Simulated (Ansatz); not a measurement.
## Strain response of Ti₂C

Method: Ansatz, DFT r2SCAN, scalar-relativistic, plane waves, PAW. Run with 500 eV cutoff, 12×12×4 k-mesh, Gaussian smearing of 0.10 eV, no spin polarisation.

Starting point, cell and atoms relaxed:

```xyz
9
Lattice="3.0780 0.0000 0.0000 -1.5390 2.6656 0.0000 0.0000 0.0000 14.4626" Properties=species:S:1:pos:R:3 pbc="T T T"
Ti    0.0000    1.7771   13.1881
Ti    0.0000    0.0000   10.9162
Ti    0.0000    0.0000    3.5464
Ti    1.5390    0.8885    1.2744
Ti    1.5390    0.8885    8.3673
Ti    0.0000    1.7771    6.0953
C     1.5390    0.8885   12.0521
C     0.0000    1.7771    2.4104
C     0.0000    0.0000    7.2313
```

Deformation: c alone is stretched, the rest of the cell is held and the atoms relax, all within the symmetry that the strain leaves. Energies are extrapolated to zero smearing.

```csv
strain (%),ΔE (meV/atom),a (Å),b (Å),c (Å)
-3.0,9.1,3.078,3.078,14.029
-2.0,3.9,3.078,3.078,14.173
-1.0,0.9,3.078,3.078,14.318
+0.0,0.0,3.078,3.078,14.463
+1.0,1.0,3.078,3.078,14.607
+2.0,3.8,3.078,3.078,14.752
```

**Question.** What stiffness (1/V) d²E/dε² at zero strain does a cubic fit over all points give?

**Answer.** A cubic fit gives (1/V) d²E/dε² = 234 GPa at zero strain (the elastic constant along c at held a and b).

Cost: 6 runs of about 25 core-minutes in all, on Intel Xeon Processor @ 2.50GHz (Skylake/Cascade Lake) (shared hosts).